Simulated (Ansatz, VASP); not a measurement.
**AlN: VASP beside Ansatz**

One calculation is typed for both programs; each brings its own data sets and cutoff. How far apart do they land?

Method: plane waves, with VASP 6.6.1 beside it; G0W0 gap at PBE, in Ansatz 0.2.0.

## Step 1: The structure

It takes space group F-43m (No. 216, cubic). The conventional cell has a = 4.324 Å, b = 4.324 Å, c = 4.324 Å, α = 90.00°, β = 90.00°, γ = 90.00°. Nearest to Al lie 4 N at 1.87 Å. Nearest to N lie 4 Al at 1.87 Å. Farther neighbours and most contacts between anions are not listed.

As a file:

```xyz
2
Lattice="0.0000 2.1619 2.1619 2.1619 0.0000 2.1619 2.1619 2.1619 0.0000" Properties=species:S:1:pos:R:3 pbc="T T T"
Al    0.0000    0.0000    0.0000
N     1.0810    1.0810    1.0810
```

## Step 2: VASP: G0W0 gap, PBE

Quasiparticle shifts depend on high empty states and on the cores, so they are the hardest test of two PAW sets.

Lines of VASP's logs that name or quote its potential files are left out, and so is its time.

The run reads the wave functions of an earlier VASP run, which isn't shown here.

Input file INCAR:

```
SYSTEM = AlN
PREC = Accurate
ENCUT = 450
ISMEAR = 0
SIGMA = 0.01
LREAL = .FALSE.
GGA = PE
NBANDS = 88
ALGO = EVGW0
NELMGW = 1
ENCUTGW = 150
NOMEGA = 48
PRECFOCK = Fast
NBANDSGW = 16
LWAVE = .FALSE.
LCHARG = .FALSE.
```

Input file POSCAR:

```
AlN
1.0
    0.0000000000      2.1619315102      2.1619315102
    2.1619315102      0.0000000000      2.1619315102
    2.1619315102      2.1619315102      0.0000000000
Al N
1 1
Direct
    0.0000000000      0.0000000000      0.0000000000
    0.2500000000      0.2500000000      0.2500000000
```

Input file KPOINTS:

```
Automatic mesh
0
Gamma
6 6 6
0 0 0
```

Potentials, in the order of the species: Al_GW and N_GW (PBE family, release 64).

Launch:

```
> mpirun -np 8 vasp_std
```

Numbers of over 12 decimals in the logs are rounded to 6 here.

The log of the run:

```text
[banner, memory and clock lines left out]
running    8 mpi-ranks, on    1 nodes
 distrk:  each k-point on    8 cores,    1 groups
 distr:  one band on    1 cores,    8 groups

 POSCAR found type information on POSCAR AlN
 POSCAR found :  2 types and       2 ions
|                                                                             |
|           W    W    AA    RRRRR   N    N  II  N    N   GGGG   !!!           |
|           W    W   A  A   R    R  NN   N  II  NN   N  G    G  !!!           |
|           W    W  A    A  R    R  N N  N  II  N N  N  G       !!!           |
|           W WW W  AAAAAA  RRRRR   N  N N  II  N  N N  G  GGG   !            |
|           WW  WW  A    A  R   R   N   NN  II  N   NN  G    G                |
|           W    W  A    A  R    R  N    N  II  N    N   GGGG   !!!           |
|                                                                             |
|     For optimal performance we recommend to set                             |
|       NCORE = 2 up to number-of-cores-per-socket                            |
|     NCORE specifies how many cores store one orbital (NPAR=cpu/NCORE).      |
|     This setting can greatly improve the performance of VASP for DFT.       |
|     The default, NCORE=1 might be grossly inefficient on modern             |
|     multi-core architectures or massively parallel machines. Do your        |
|     Unfortunately you need to use the default for GW and RPA                |
|     calculations (for HF NCORE is supported but not extensively tested      |
|     yet).                                                                   |
|                                                                             |

|                                                                             |
|           W    W    AA    RRRRR   N    N  II  N    N   GGGG   !!!           |
|           W    W   A  A   R    R  NN   N  II  NN   N  G    G  !!!           |
|           W    W  A    A  R    R  N N  N  II  N N  N  G       !!!           |
|           W WW W  AAAAAA  RRRRR   N  N N  II  N  N N  G  GGG   !            |
|           WW  WW  A    A  R   R   N   NN  II  N   NN  G    G                |
|           W    W  A    A  R    R  N    N  II  N    N   GGGG   !!!           |
|                                                                             |
|     The default for ENCUTGWSOFT is different in this version of VASP.       |
|     please manually set ENCUTGWSOFT =150 in the INCAR file.                 |
|                                                                             |

 LDA part: xc-table for (Slater+PW92), standard interpolation
 found WAVECAR, reading the header
 POSCAR, INCAR and KPOINTS ok, starting setup
 FFT: planning ... GRIDC
 FFT: planning ... GRID_SOFT
 FFT: planning ... GRID
 reading WAVECAR
 the WAVECAR file was read successfully
 initial charge from wavefunction
 available memory per node:     62.98 GB, setting MAXMEM to     64488

 The Fermi energy was updated, please check that it is located mid-gap
 values below the HOMO (VB) or above the LUMO (CB) will cause erroneous energies
 E-fermi :   6.8793

 calculate exact exchange contribution
 the WAVEDER file was read successfully
energies w=
    0.000    0.000    0.742    0.000    1.480    0.000    2.213    0.000
    2.937    0.000    3.651    0.000    4.353    0.000    5.043    0.000
    5.720    0.000    6.384    0.000    7.036    0.000    7.678    0.000
    8.311    0.000    8.936    0.000    9.556    0.000   10.172    0.000
   10.787    0.000   11.403    0.000   12.023    0.000   12.650    0.000
   13.287    0.000   13.938    0.000   14.606    0.000   15.296    0.000
   16.012    0.000   16.759    0.000   17.545    0.000   18.377    0.000
   19.262    0.000   20.214    0.000   21.242    0.000   22.364    0.000
   23.598    0.000   24.968    0.000   26.507    0.000   28.253    0.000
   30.259    0.000   32.598    0.000   35.367    0.000   38.704    0.000
   42.814    0.000   48.005    0.000   54.772    0.000   63.956    0.000
   77.119    0.000   97.509    0.000  133.212    0.000  211.443    0.000
 responsefunction array rank=      96
 LDA part: xc-table for (Slater+PW92), standard interpolation

 min. memory requirement per mpi rank    106.1 MB, per node    848.4 MB

 allocating   6 responsefunctions rank=    96
 shmem allocating  48 responsefunctions rank=    96
 response function shared by NCSHMEM nodes    1
 Doing            6  frequencies on each core in blocks of           48
NQ=   1    0.0000    0.0000    0.0000,
|.........|.........|.........|.........|.........|.........|.........|.........
 performed        190000 updates of chi_q(r,r)
 total number of BLAS operations          6.43 Gflops
NQ=   2    0.1667    0.0000    0.0000,
|.........|.........|.........|.........|.........|.........|.........|.........
 performed        571000 updates of chi_q(r,r)
 total number of BLAS operations         24.53 Gflops
NQ=   3    0.3333    0.0000    0.0000,
|.........|.........|.........|.........|.........|.........|.........|.........
 performed        952000 updates of chi_q(r,r)
 total number of BLAS operations         41.25 Gflops
NQ=   4    0.5000    0.0000    0.0000,
|.........|.........|.........|.........|.........|.........|.........|.........
 performed       1266000 updates of chi_q(r,r)
 total number of BLAS operations         55.77 Gflops
NQ=   5    0.1667    0.1667    0.0000,
|.........|.........|.........|.........|.........|.........|.........|.........
 performed       1647000 updates of chi_q(r,r)
 total number of BLAS operations         75.31 Gflops
NQ=   6    0.3333    0.1667    0.0000,
|.........|.........|.........|.........|.........|.........|.........|.........
 performed       2270000 updates of chi_q(r,r)
 total number of BLAS operations        110.53 Gflops
NQ=   7    0.5000    0.1667    0.0000,
|.........|.........|.........|.........|.........|.........|.........|.........
 performed       2893000 updates of chi_q(r,r)
 total number of BLAS operations        146.59 Gflops
NQ=   8   -0.3333    0.1667    0.0000,
|.........|.........|.........|.........|.........|.........|.........|.........
 performed       3516000 updates of chi_q(r,r)
 total number of BLAS operations        182.65 Gflops
NQ=   9   -0.1667    0.1667    0.0000,
|.........|.........|.........|.........|.........|.........|.........|.........
 performed       4049000 updates of chi_q(r,r)
 total number of BLAS operations        209.30 Gflops
NQ=  10    0.3333    0.3333    0.0000,
|.........|.........|.........|.........|.........|.........|.........|.........
 performed       4430000 updates of chi_q(r,r)
 total number of BLAS operations        230.84 Gflops
NQ=  11    0.5000    0.3333    0.0000,
|.........|.........|.........|.........|.........|.........|.........|.........
 performed       5053000 updates of chi_q(r,r)
 total number of BLAS operations        266.06 Gflops
NQ=  12   -0.3333    0.3333    0.0000,
|.........|.........|.........|.........|.........|.........|.........|.........
 performed       5586000 updates of chi_q(r,r)
 total number of BLAS operations        299.88 Gflops
NQ=  13    0.5000    0.5000    0.0000,
|.........|.........|.........|.........|.........|.........|.........|.........
 performed       5860000 updates of chi_q(r,r)
 total number of BLAS operations        318.48 Gflops
NQ=  14    0.5000    0.3333    0.1667,
|.........|.........|.........|.........|.........|.........|.........|.........
 performed       6568000 updates of chi_q(r,r)
 total number of BLAS operations        358.47 Gflops
NQ=  15   -0.3333    0.3333    0.1667,
|.........|.........|.........|.........|.........|.........|.........|.........
 performed       7231000 updates of chi_q(r,r)
 total number of BLAS operations        399.56 Gflops
NQ=  16   -0.3333    0.5000    0.1667,
|.........|.........|.........|.........|.........|.........|.........|.........
 performed       7767000 updates of chi_q(r,r)
 total number of BLAS operations        432.80 Gflops
 resolving degeneracies of screened two electron integrals

 calculate QP shifts <psi_nk| G(iteration)W_0 |psi_nk>: iteration 1
 entering main loop
```

OUTCAR, selected parts (step 2):

```text
ion  position               nearest neighbor table
   1  0.000  0.000  0.000-   2 1.87   2 1.87   2 1.87   2 1.87
   2  0.250  0.250  0.250-   1 1.87   1 1.87   1 1.87   1 1.87

  LATTYP: Found a face centered cubic cell.
 ALAT       =     4.3238630204

 Subroutine GETGRP returns: Found 24 space group operations
 (whereof 24 operations were pure point group operations)

The static configuration has the point symmetry T_d .

 Found     16 irreducible k-points:

   k-points           NKPTS =     16   k-points in BZ     NKDIM =    216   number of bands    NBANDS=     88

   dimension x,y,z NGX =    24 NGY =   24 NGZ =   24
   dimension x,y,z NGXF=    48 NGYF=   48 NGZF=   48

   ENCUT  =  450.0 eV  33.07 Ry    5.75 a.u.   5.29  5.29  5.29*2*pi/ulx,y,z

   NELECT =       8.0000    total number of electrons

  energy-cutoff  :      450.00
  volume of cell :       20.21
      direct lattice vectors                 reciprocal lattice vectors
     0.000000000  2.161931510  2.161931510    -0.231274672  0.231274672  0.231274672
     2.161931510  0.000000000  2.161931510     0.231274672 -0.231274672  0.231274672
     2.161931510  2.161931510  0.000000000     0.231274672  0.231274672 -0.231274672

 k-points in reciprocal lattice and weights: Automatic mesh
   0.00000000  0.00000000  0.00000000       0.005
   0.16666667  0.00000000  0.00000000       0.037
   0.33333333  0.00000000  0.00000000       0.037
   0.50000000  0.00000000  0.00000000       0.019
   0.16666667  0.16666667  0.00000000       0.028
   0.33333333  0.16666667  0.00000000       0.111
   0.50000000  0.16666667  0.00000000       0.111
  -0.33333333  0.16666667  0.00000000       0.111
  -0.16666667  0.16666667  0.00000000       0.056
[...]
-0.33333333  0.33333333  0.16666667       0.111
  -0.33333333  0.50000000  0.16666667       0.056

 E-fermi :   6.8793

 QP shifts <psi_nk| G(iteration)W_0 |psi_nk>: iteration 1
 for sc-GW calculations column KS-energies equals QP-energies in previous step
 and V_xc(KS)=  KS-energies - (<T + V_ion + V_H > + <T+V_H+V_ion>^1  + <V_x>^1)
 k-point   1 :       0.0000    0.0000    0.0000
  band No.  KS-energies  QP-energies   sigma(KS)   V_xc(KS)     V^pw_x(r,r')   Z            occupation Imag(sigma)
      1      -9.9563     -11.4961     -16.9347     -14.8218     -24.8605       0.7288       2.0000       1.2893
      2       5.2164       4.3226     -17.9869     -16.8395     -20.9094       0.7789       2.0000       0.0947
      3       5.2164       4.3226     -17.9869     -16.8395     -20.9094       0.7789       2.0000       0.0947
      4       5.2164       4.3226     -17.9869     -16.8395     -20.9094       0.7789       2.0000       0.0947
      5       9.6711      10.4172     -11.6934     -12.6154      -7.8866       0.8092       0.0000      -0.0581
      6      18.0658      19.0517      -9.1558     -10.3822      -4.1085       0.8039       0.0000      -0.1249
      7      18.0658      19.0517      -9.1558     -10.3822      -4.1085       0.8039       0.0000      -0.1249
      8      18.0658      19.0517      -9.1558     -10.3822      -4.1085       0.8039       0.0000      -0.1249
    ...

 k-point   2 :       0.1667    0.0000    0.0000
  band No.  KS-energies  QP-energies   sigma(KS)   V_xc(KS)     V^pw_x(r,r')   Z            occupation Imag(sigma)
      1      -9.5445     -11.0470     -17.1057     -15.0283     -24.9640       0.7233       2.0000       1.2280
      2       3.3414       2.2809     -16.6443     -15.2636     -19.7541       0.7681       2.0000       0.1059
      3       5.0806       4.1693     -17.9082     -16.7363     -20.8590       0.7776       2.0000       0.0951
      4       5.0806       4.1693     -17.9082     -16.7363     -20.8590       0.7776       2.0000       0.0951
      5      11.0837      11.9364     -12.2705     -13.3358      -8.3139       0.8004       0.0000      -0.0625
      6      17.1484      18.1370      -9.7820     -11.0197      -4.7592       0.7988       0.0000      -0.1277
      7      18.2258      19.1944      -9.2186     -10.4299      -4.0672       0.7996       0.0000      -0.1471
      8      18.2258      19.1944      -9.2186     -10.4299      -4.0672       0.7996       0.0000      -0.1471
    ...

 k-point   3 :       0.3333    0.0000    0.0000
  band No.  KS-energies  QP-energies   sigma(KS)   V_xc(KS)     V^pw_x(r,r')   Z            occupation Imag(sigma)
      1      -8.5169      -9.9782     -17.7062     -15.6937     -25.3972       0.7261       2.0000       1.0860
      2       0.5768      -0.6802     -15.3326     -13.6334     -19.1452       0.7397       2.0000       0.1669
      3       4.8397       3.8967     -17.7947     -16.5787     -20.8006       0.7755       2.0000       0.0962
      4       4.8397       3.8967     -17.7947     -16.5787     -20.8006       0.7755       2.0000       0.0962
      5      12.4813      13.3641     -11.1770     -12.2761      -6.8195       0.8032       0.0000      -0.0773
      6      15.8588      16.8457     -11.1612     -12.4377      -6.0033       0.7732       0.0000      -0.1431
      7      17.1542      18.0041      -8.9489     -10.0044      -3.9571       0.8053       0.0000      -0.1387
      8      17.1542      18.0041      -8.9489     -10.0044      -3.9571       0.8053       0.0000      -0.1387
    ...

 k-point   4 :       0.5000    0.0000    0.0000
  band No.  KS-energies  QP-energies   sigma(KS)   V_xc(KS)     V^pw_x(r,r')   Z            occupation Imag(sigma)
      1      -7.8172      -9.2505     -18.3115     -16.3521     -25.9337       0.7315       2.0000       1.0059
      2      -0.7789      -2.0957     -14.4805     -12.6712     -18.6192       0.7278       2.0000       0.2386
      3       4.7289       3.7729     -17.7525     -16.5186     -20.7840       0.7749       2.0000       0.0971
      4       4.7289       3.7729     -17.7525     -16.5186     -20.7840       0.7749       2.0000       0.0971
      5      12.8638      13.7064     -10.2017     -11.2364      -5.8264       0.8144       0.0000      -0.0757
      6      15.2816      16.2628     -11.8713     -13.1632      -6.5755       0.7595       0.0000      -0.1515
      7      16.5459      17.3631      -8.8545      -9.8666      -3.9699       0.8074       0.0000      -0.1243
      8      16.5459      17.3631      -8.8545      -9.8666      -3.9699       0.8074       0.0000      -0.1243
    ...

[... 4 further parts left out ...]
```

(Part 1 of 2 ends here.)

[Lines on the potential files, build, host, timing and source positions are cut from VASP's logs without a mark.]

[Logs are printed without paths, hosts, clocks, repeated set-up lines and the standing remarks that a program may print on its own settings, such as how far it seeks lower states.]

[Hosts, paths, dates, database ids (printed as entryN), source tags and the programs' standing remarks are cut or masked in the printed files.]
